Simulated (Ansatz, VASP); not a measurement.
# HfB2 in VASP and in Ansatz

INCAR

```
SYSTEM = HfB2
PREC = Accurate
ENCUT = 600
EDIFF = 1E-6
ISMEAR = 0
SIGMA = 0.05
LREAL = .FALSE.
LASPH = .TRUE.
NELM = 60
ALGO = Normal
ISIF = 4
LWAVE = .FALSE.
LCHARG = .FALSE.
GGA = PS
IBRION = 2
NSW = 60
EDIFFG = -0.01
```

Contents of KPOINTS:

```
regular mesh
0
G
  12 12 10
  0 0 0
```

Contents of POSCAR:

```
HfB2
1.0
    3.1667800392      0.0000000000      0.0000000000
   -1.5833900196      2.7425119622      0.0000000000
    0.0000000000      0.0000000000      3.4962976310
Hf B
1 2
Direct
    0.0000000000      0.0000000000      0.0000000000
    0.3333333333      0.6666666667      0.5000000000
    0.6666666667      0.3333333333      0.5000000000
```

Input for Ansatz:

```yaml
crystal:
  lattice:
    - [3.1667800392, 0.0, 0.0]
    - [-1.5833900196, 2.7425119622, 0.0]
    - [0.0, 0.0, 3.496297631]
  atoms:
    - { symbol: Hf, position: [0.0, 0.0, 0.0] }
    - { symbol: B, position: [0.3333333333, 0.6666666667, 0.5] }
    - { symbol: B, position: [0.6666666667, 0.3333333333, 0.5] }
basis:
  ecutwfc: 420
  ecutrho_ratio: 4
kpoints:
  mp_grid: { grid: [12, 12, 10] }
hamiltonian:
  xc: pbesol
scf:
  occupations: { method: gaussian, width: 0.05 }
output:
  forces: true
  stress: true
  eigenvalues: true
relax:
  f_tol: 0.01
  max_steps: 40
  cell: { stress_tol: 0.1, fix: [volume] }
```

Alike in both runs: task relaxation of shape and atoms at fixed volume; functional PBEsol; k mesh 12 × 12 × 10; occupations gaussian, width 0.05 eV; no spin polarisation.

|  | VASP | Ansatz |
| --- | --- | --- |
| version | VASP 6.6.1 | Ansatz 0.2.0 |
| potentials or method | VASP PAW PBE potentials, release 64 (Hf_pv, B) | scalar-relativistic, plane waves, PAW |
| plane-wave cutoff (eV) | 600 | 420 |
| valence electrons in the cell | 16 | 32 |

```csv
,VASP,Ansatz,Ansatz less VASP
relaxed volume (Å³/atom),10.12,10.12,0.000
relaxed cell length with the largest relative difference (Å),3.502,3.500,-0.0014
```

The two sets of potentials don't hold the same shells in valence.

Caveats: the PAW data sets were made with another functional, which shifts forces and pressure a little (VASP). Spin-orbit coupling is left out, which matters for the levels of Hf.
